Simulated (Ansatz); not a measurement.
Computed with DFT, RPBE, plane waves (420 eV) with PAW, scalar-relativistic (Ansatz). The PAW files were generated under PBE, with cores re-solved for the functional.

An element in the bcc structure gives this curve. The cell is scaled uniformly from the relaxed one, with fractional coordinates and shape fixed. Energies are extrapolated to zero smearing, pressures are those at the given smearing. Magnetic state: spin not included.

| V (Å³/atom) | E − E₀ (meV/atom) | P (GPa) |
| --- | --- | --- |
| 14.197 | 206.7 | 39.73 |
| 14.843 | 82.8 | 23.00 |
| 15.488 | 18.3 | 10.04 |
| 16.133 | -0.1 | 0.03 |
| 16.779 | 17.1 | -7.68 |
| 17.424 | 61.6 | -13.57 |
| 18.069 | 126.7 | -18.03 |

(1) Which element is it?
A. osmium
B. silicon
C. platinum
D. rhodium

Results:

(1) C. Its fit is V₀ = 16.12 Å³/atom, B₀ = 220 GPa, B₀′ = 5.5.
